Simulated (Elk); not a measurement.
## Optical response of CuI (Marshite)

Aim: the dielectric function of CuI (Marshite), and the optical constants that follow from it. The cell comes from an older database entry, whose edges can differ from later determinations, mostly by under a per cent.

Calculated with Elk 11.2.3 (patched build); DFT, PBE, all-electron APW+lo, Dirac cores, scalar-relativistic bands, independent-particle optical response without local fields.

The database entry behind the starting cell differs from later determinations by our own check (about 0.15 % long (mineral sample)), so it need not match the best structure at ambient conditions.

**1. The starting structure**

Symmetry: F-43m, No. 216, cubic system. The conventional cell has a = 6.063 Å, b = 6.063 Å, c = 6.063 Å, α = 90.00°, β = 90.00°, γ = 90.00°. Nearest to I lie 4 Cu at 2.63 Å. Cu has 4 I at 2.63 Å nearest. Farther neighbours and most contacts between anions are not listed.

As a file:

```cif
data_structure
_symmetry_space_group_name_H-M 'F-43m'
_symmetry_Int_Tables_number 216
_cell_length_a 6.0630
_cell_length_b 6.0630
_cell_length_c 6.0630
_cell_angle_alpha 90.000
_cell_angle_beta 90.000
_cell_angle_gamma 90.000
_cell_volume 222.88
loop_
_atom_site_label
_atom_site_type_symbol
_atom_site_symmetry_multiplicity
_atom_site_Wyckoff_symbol
_atom_site_fract_x
_atom_site_fract_y
_atom_site_fract_z
_atom_site_occupancy
I1 I 4 a 0.00000 0.00000 0.00000 1
Cu1 Cu 4 c 0.25000 0.25000 0.25000 1
```

**2. Ground state**

The self-consistent density comes first; it also tells whether there is a gap, which decides the occupations and the need for a Drude term.

This step: DFT, PBE, all-electron APW+lo, Dirac cores, scalar-relativistic bands, ground state (Elk 11.2.3 (patched build)).

The input, elk.in:

```
tasks
  0
  120

xctype
  20

nempty
  14

lorbcnd
  .true.

rgkmax
  7.0

swidth
  0.0018375

maxscl
  100

epsengy
  1e-05

sppath
  './'

avec
  0.000000000000 5.728704746803 5.728704746803
  5.728704746803 0.000000000000 5.728704746803
  5.728704746803 5.728704746803 0.000000000000

atoms
  2
  'I.in'
  1
  0.000000000000 0.000000000000 0.000000000000   0.000 0.000 0.000
  'Cu.in'
  1
  0.750000000000 0.750000000000 0.750000000000   0.000 0.000 0.000

ngridk
  10 10 10
```

Run with:

```sh
$ OMP_NUM_THREADS=4 elk
```

Numbers of over 12 decimals in the logs are rounded to 6 here.

Log:

```text
┌─────────────────────────┐
│ Elk code version 11.2.3 │
└─────────────────────────┘

All units are atomic (Hartree, Bohr, etc.)

┌─────────────────────────────────────────────────┐
│ Ground-state run starting from atomic densities │
└─────────────────────────────────────────────────┘

Lattice vectors :
   0.000000000       5.728704747       5.728704747
   5.728704747       0.000000000       5.728704747
   5.728704747       5.728704747       0.000000000

Reciprocal lattice vectors :
 -0.5483949326      0.5483949326      0.5483949326
  0.5483949326     -0.5483949326      0.5483949326
  0.5483949326      0.5483949326     -0.5483949326

Unit cell volume      :    376.0099302
Brillouin zone volume :   0.6596905920

Muffin-tin inner radius fraction :   0.1000000000E-01

Nuclei treated as point charges

Species : 1 (I)
 parameters loaded from : I.in
 name : iodine
 nuclear charge    :   -53.00000000
 electronic charge :    53.00000000
 atomic mass :    231332.6972
 muffin-tin radius :    2.553825998
 number of radial points in muffin-tin :   1193
 inner part over the whole radius :   0.9882347993E-02
 number on inner part of muffin-tin    :    850
 approximate nuclear radius :   0.9002358621E-04
 number of mesh points to nuclear radius :    431
 atomic positions (lattice), magnetic fields (Cartesian) :
  1 :   0.00000000  0.00000000  0.00000000    0.00000000  0.00000000  0.00000000

Species : 2 (Cu)
 parameters loaded from : Cu.in
 name : copper
 nuclear charge    :   -29.00000000
 electronic charge :    29.00000000
 atomic mass :    115837.2717
 muffin-tin radius :    2.357377844
 number of radial points in muffin-tin :    993
 inner part over the whole radius :   0.9945403670E-02
 number on inner part of muffin-tin    :    701
 approximate nuclear radius :   0.7406004541E-04
 number of mesh points to nuclear radius :    336
 atomic positions (lattice), magnetic fields (Cartesian) :
  1 :   0.75000000  0.75000000  0.75000000    0.00000000  0.00000000  0.00000000

Total number of atoms per unit cell :    2
Total muffin-tin volume :    124.6442144
 ratio of muffin-tin to unit cell volume :   0.3314918154

Spin treatment :
 spin-unpolarised

Number of Bravais lattice symmetries :   48
Number of crystal symmetries         :   24
Crystal has no inversion symmetry
Complex Hermitian eigensolver will be used

k-point grid :     10    10    10
k-point offset :    0.000000000       0.000000000       0.000000000
k-point set is reduced with full crystal symmetry group
Total number of k-points :       73

Muffin-tin radius times maximum |G+k| :    7.000000000
 using average radius
Maximum |G+k| for APW functions       :    2.850624908
Maximum (1/2)|G+k|²                   :    4.063031184
Maximum |G| for potential and density :    12.00000000
Constant for pseudocharge density :    8
 order of it for each species :   15  15
 order of it for pair densities of each species (exact exchange by exxq0 0: 15) :   11   9
Radial integration step length :    1

G-vector grid sizes :     32    32    32
Number of G-vectors :    10969

Maximum angular momentum used for
 APW functions            :    8
 outer part of muffin-tin :    6
 inner part of muffin-tin :    2

Total nuclear charge    :   -82.00000000
Total core charge       :    48.00000000
Total valence charge    :    34.00000000
Total excess charge     :    0.000000000
Total electronic charge :    82.00000000

Effective Wigner radius, rₛ :    1.030620913

Number of empty states         :     28
Total number of valence states :     46
Total number of core states    :     48

Conduction state local-orbitals added automatically
Third-order local-orbitals added for an l without core states : F
Total number of local-orbitals :    130

Exchange-correlation functional :     20     0     0
 Perdew-Burke-Ernzerhof, Phys. Rev. Lett. 77, 3865 (1996)
 gradient requirement :    1
 generalised gradient approximation (GGA)

Smearing type :    3
 Fermi-Dirac
Smearing width :   0.1837500000E-02
Effective electronic temperature (K) :    580.2366081

Mixing type :    3
 Broyden mixing, J. Phys. A: Math. Gen. 17, L317 (1984)

Kohn-Sham potential initialised from atomic data

┌──────────────────────────────┐
│ Self-consistent loop started │
└──────────────────────────────┘

┌─────────────────┐
│ Loop number : 1 │
└─────────────────┘

Energies :
 Fermi                       :     0.78479366464900E-01
 sum of occupied eigenvalues :     -5296.5255335901
 electron kinetic            :      9224.5461641275
 core electron kinetic       :      8854.7955411547
 Coulomb                     :     -17750.047599996
 Coulomb potential           :     -14197.443439294
 nuclear-nuclear             :     -837.88127443936
 electron-nuclear            :     -19642.893237846
 Hartree                     :      2730.7269122887
 Madelung                    :     -10651.325880349
 xc potential                :     -323.62825842392
 exchange                    :     -244.67112848981
 correlation                 :     -4.252962
 electron entropic           :    -0.27660570836903E-05
 total energy                :     -8774.4255286771

Density of states at Fermi energy :   0.1459277947
 (states/Hartree/unit cell)

Estimated indirect band gap :   0.1387037308E-01
 from k-point 1 to k-point 1
Estimated direct band gap   :   0.1387037308E-01
 at k-point 1

Charges :
 core                        :    48.00000000
 valence                     :    34.00000000
 interstitial                :    3.320990211
 muffin-tins (core leakage)
  species : 1 (I)
   atom 1                    :    50.82332808     (  0.2678104537E-03)
  species : 2 (Cu)
   atom 1                    :    27.85568171     (  0.2174215942E-03)
 total in muffin-tins        :    78.67900979
 total calculated charge     :    81.99929295
 total charge                :    82.00000000
 error                       :   0.7070510379E-03

┌─────────────────┐
│ Loop number : 2 │
└─────────────────┘

Energies :
 Fermi                       :     0.78523987486252E-01
 sum of occupied eigenvalues :     -5296.5305066771
 electron kinetic            :      9224.6792629697
 core electron kinetic       :      8854.7282972043
 Coulomb                     :     -17750.280562278
 Coulomb potential           :     -14197.257660072
 nuclear-nuclear             :     -837.88127443936
 electron-nuclear            :     -19643.543219856
 Hartree                     :      2731.1439320174
 Madelung                    :     -10651.651732242
 xc potential                :     -323.95210957443
 exchange                    :     -244.69431464559
 correlation                 :     -4.253171
 electron entropic           :    -0.20460857647976E-05
 total energy                :     -8774.5487872864

Density of states at Fermi energy :   0.1021885773
 (states/Hartree/unit cell)

Estimated indirect band gap :   0.1525624635E-01
 from k-point 1 to k-point 1
Estimated direct band gap   :   0.1525624635E-01
 at k-point 1

Charges :
 core                        :    48.00000000
 valence                     :    34.00000000
 interstitial                :    3.311088449
 muffin-tins (core leakage)
  species : 1 (I)
   atom 1                    :    50.82137676     (  0.2677464723E-03)
  species : 2 (Cu)
   atom 1                    :    27.86753479     (  0.2168442152E-03)
 total in muffin-tins        :    78.68891155
 total calculated charge     :    81.99929610
 total charge                :    82.00000000
 error                       :   0.7038963400E-03

RMS change in Kohn-Sham potential (target) :   0.2017367649     (  0.1000000000E-05)
Absolute change in total energy (target)   :   0.1232586093     (  0.1000000000E-04)

[... 14 loops left out ...]

┌──────────────────┐
│ Loop number : 17 │
└──────────────────┘

Energies :
 Fermi                       :     0.168873
 sum of occupied eigenvalues :     -5289.2290047571
 electron kinetic            :      9228.8741847721
 core electron kinetic       :      8854.3103598963
 Coulomb                     :     -17753.626710503
 Coulomb potential           :     -14192.987181469
 nuclear-nuclear             :     -837.88127443936
 electron-nuclear            :     -19654.393327991
 Hartree                     :      2738.6478919267
 Madelung                    :     -10657.133119769
 xc potential                :     -325.11600806005
 exchange                    :     -245.08635055037
 correlation                 :     -4.256640
 electron entropic           :    -0.48762790622558E-08
 total energy                :     -8774.0955164482

Density of states at Fermi energy :   0.1147953766E-03
 (states/Hartree/unit cell)

Estimated indirect band gap :   0.4029672739E-01
 from k-point 1 to k-point 1
Estimated direct band gap   :   0.4029672739E-01
 at k-point 1

Charges :
 core                        :    48.00000000
 valence                     :    34.00000000
 interstitial                :    3.101238550
 muffin-tins (core leakage)
  species : 1 (I)
   atom 1                    :    50.83838326     (  0.2629874239E-03)
  species : 2 (Cu)
   atom 1                    :    28.06037819     (  0.2061689208E-03)
 total in muffin-tins        :    78.89876145
 total calculated charge     :    81.99935248
 total charge                :    82.00000000
 error                       :   0.6475183036E-03

RMS change in Kohn-Sham potential (target) :   0.5549195161E-08 (  0.1000000000E-05)
Absolute change in total energy (target)   :   0.3479482984E-05 (  0.1000000000E-04)

Convergence targets achieved

┌──────────────────┐
│ Loop number : 18 │
└──────────────────┘

Energies :
 Fermi                       :     0.168873
 sum of occupied eigenvalues :     -5289.2290045302
 electron kinetic            :      9228.8741849788
 core electron kinetic       :      8854.3103599878
 Coulomb                     :     -17753.626710619
 Coulomb potential           :     -14192.987181552
 nuclear-nuclear             :     -837.88127443936
 electron-nuclear            :     -19654.393328124
 Hartree                     :      2738.6478919449
 Madelung                    :     -10657.133119842
 xc potential                :     -325.11600795664
 exchange                    :     -245.08635055267
 correlation                 :     -4.256640
 electron entropic           :    -0.48762810981281E-08
 total energy                :     -8774.0955163592

Density of states at Fermi energy :   0.1147954286E-03
 (states/Hartree/unit cell)

Estimated indirect band gap :   0.4029672573E-01
 from k-point 1 to k-point 1
Estimated direct band gap   :   0.4029672573E-01
 at k-point 1

Charges :
 core                        :    48.00000000
 valence                     :    34.00000000
 interstitial                :    3.101238555
 muffin-tins (core leakage)
  species : 1 (I)
   atom 1                    :    50.83838326     (  0.2629874248E-03)
  species : 2 (Cu)
   atom 1                    :    28.06037819     (  0.2061689207E-03)
 total in muffin-tins        :    78.89876144
 total calculated charge     :    81.99935248
 total charge                :    82.00000000
 error                       :   0.6475183088E-03

┌──────────────────────────────┐
│ Self-consistent loop stopped │
└──────────────────────────────┘

Warning : core states of species 1 leak from the muffin-tin :   0.2629874248E-03

Warning : core states of species 2 leak from the muffin-tin :   0.2061689207E-03

Wrote STATE.OUT
```

The job ended after 19 s (4 threads of Arm Neoverse V2, shared host; peak memory 0.13 GiB; 67 s of CPU time).

This step gave:

| Item | Value |
| --- | --- |
| total energy | -8774 Ha |
| Fermi energy | 4.595 eV |
| DOS at the Fermi level | 4.22e-6 states/eV/cell |
| gap on the k-mesh | 1.097 eV |
| direct gap on the mesh | 1.097 eV |

There is a gap, 1.10 eV on this mesh (points off the mesh can give less), so no carriers' term is needed.

**3. Independent particles**

The spectrum is a sum over vertical transitions between filled and empty bands at the fixed density, so many empty bands are needed.

This step: DFT, PBE, all-electron APW+lo, Dirac cores, scalar-relativistic bands, independent-particle optical response without local fields (Elk 11.2.3 (patched build)).

Edit elk.in of step 2 so:

```diff
@@ -1,4 +1,6 @@
 tasks
-  0
-  120
+  121
+
+optcomp
+  1 1
 
@@ -17,9 +19,7 @@
 swidth
-  0.0018375
+  0.0073499
 
-maxscl
-  100
-
-epsengy
-  1e-05
+wplot
+  400 100 0
+  0.0 0.80849
```

Run with:

```sh
$ OMP_NUM_THREADS=4 elk
```

Log:

```text
┌─────────────────────────────────┐
│ Elk code version 11.2.3 started │
└─────────────────────────────────┘

Info(readinput): the functional depends on the density's gradient
 muffin-tin radial points multiplied by    2.00000
 (not where nrmtscf is given)

┌────────────────────┐
│ Current task : 121 │
└────────────────────┘
Info(checkmt): changed muffin-tin radius of species 1 (I) from   2.6000 to   2.5538
Info(checkmt): changed muffin-tin radius of species 2 (Cu) from   2.4000 to   2.3574

Info(dielectric):
 dielectric tensor written to EPSILON_ij.OUT
 optical conductivity written to SIGMA_ij.OUT
 for components
  i = 1, j = 1

┌──────────────────┐
│ Elk code stopped │
└──────────────────┘
```

Wall time 1.8 s (4 threads); peak memory 0.04 GiB; 7.5 s of CPU time.

Read-outs, printed or worked out from the files:

| Property | Result |
| --- | --- |
| electronic dielectric constant ε∞, mean over x, y and z (by symmetry where fewer were run) | 6.828 |

The Im ε, E ∥ x has structure finer than the step of the table below, so its rows give means over 0.5 eV, whole bins alone (the curve runs from 0 to 21.9 eV). Peaks (eV: height): 4.57: 7.25, 6.82: 9.43.

Sum at mesh points, not converged in k; values under the direct gap are tails of Lorentzian lines. Table of Im ε, E ∥ x by photon energy; means over each step:

```tsv
photon energy (eV)	Im ε, E ∥ x
0.5	0.124
1.0	0.524
1.5	0.965
2.0	1.41
2.5	2.34
3.0	3.51
3.5	3.63
4.0	5.22
4.5	6.88
5.0	5.27
5.5	5.93
6.0	7.98
6.5	8.06
7.0	8.68
7.5	5.55
8.0	3.58
8.5	4.07
9.0	3.78
9.5	3.44
10.0	2.36
10.5	1.82
11.0	1.38
11.5	1.24
12.0	1.30
12.5	1.09
13.0	1.03
13.5	0.975
14.0	0.875
14.5	0.808
15.0	0.833
15.5	0.711
16.0	0.653
16.5	0.618
17.0	0.574
17.5	0.609
18.0	0.494
18.5	0.436
19.0	0.405
19.5	0.381
20.0	0.367
20.5	0.351
21.0	0.311
21.5	0.268
```

Sum at mesh points, not converged in k. Reflectivity at normal incidence, E ∥ x against photon energy; read off at these points:

```tsv
photon energy (eV)	reflectivity at normal incidence, E ∥ x (%)
0.0	19.9
1.0	21.2
2.0	22.3
3.0	24.0
4.0	28.4
4.6	30.2
5.0	23.9
6.0	32.4
7.0	40.7
7.5	48.4
8.0	33.7
9.0	33.7
10.0	43.3
11.0	39.2
12.0	28.2
13.0	26.4
14.0	22.6
15.0	19.3
16.0	17.7
17.0	12.8
17.7	15.4
18.0	14.5
19.0	10.9
20.0	8.36
21.0	7.90
```

Sum at mesh points, not converged in k; values under the direct gap are tails of Lorentzian lines. Table of loss function −Im 1/ε at q → 0, E ∥ x by energy loss; read off at these points:

```tsv
energy loss (eV)	loss function −Im 1/ε at q → 0, E ∥ x
0.00	0
0.50	0.00237
1.00	0.0108
1.50	0.0151
2.00	0.0222
2.50	0.0317
3.00	0.0500
3.50	0.0623
4.00	0.0574
4.50	0.0857
5.00	0.115
5.50	0.0918
6.00	0.0984
6.50	0.119
7.00	0.117
7.50	0.141
8.00	0.265
8.50	0.231
9.00	0.252
9.50	0.229
10.00	0.282
10.50	0.344
11.00	0.472
11.50	0.638
12.00	0.661
12.50	0.812
13.00	0.893
13.50	0.979
14.00	1.10
14.50	1.27
15.00	1.19
15.50	1.44
16.00	1.53
16.50	1.54
16.83	1.71
17.00	1.64
17.50	1.54
18.00	1.89
18.26	2.03
18.50	1.84
19.00	1.88
19.50	1.67
20.00	1.63
20.50	1.54
21.00	1.58
21.50	1.23
```

Optical constants at common wavelengths, from n + ik = √ε:

```tsv
wavelength (nm)	n	k	R (%)	1/α
1550	2.68	0.052	20.8	2.4 µm
800	2.77	0.186	22.2	342 nm
633	2.75	0.230	22.1	219 nm
450	2.89	0.584	25.3	61 nm
405	2.81	0.598	24.4	54 nm
365	2.67	0.731	23.7	40 nm
308	2.97	0.931	28.5	26 nm
```

Below the direct gap, k and the depth come from the tails of the Lorentzian lines, not from transitions.

Rows near the edge hang on the gap, which this functional as a rule makes too small, and phonon-assisted absorption is left out.

**4. Outcome**

```yaml
electronic_dielectric_constant_eps_infinity_mean_over_x_y_and_z_by_symmetry_where_fewer_were_run_independent_particles: 6.83
```

**Reading.** At this level (PBE, independent particles) CuI has ε∞ = 6.83 and n = 2.68 at 1550 nm. On the mesh the gap is 1.10 eV and the least direct gap 1.10 eV. Excitons and phonon-assisted transitions are missing, and so are local fields; PBE gaps are as a rule too small, which pulls the onset down and ε∞ up. Spin-orbit coupling is left out although heavy atoms are present. The sum runs over mesh points 0.18 Å⁻¹ apart with no interpolation, so peaks are partly noise of the mesh; over so small a direct gap single mesh points weigh heavily, so ε∞, n and their changes from run to run can be far off.

[Machine, clock and banner lines and Python warnings are left out of the logs.]

[Logs are printed without paths, hosts, clocks, repeated set-up lines and the standing remarks that a program may print on its own settings, such as how far it seeks lower states.]

[Hosts, paths, dates, database ids (printed as entryN), source tags and the programs' standing remarks are cut or masked in the printed files.]
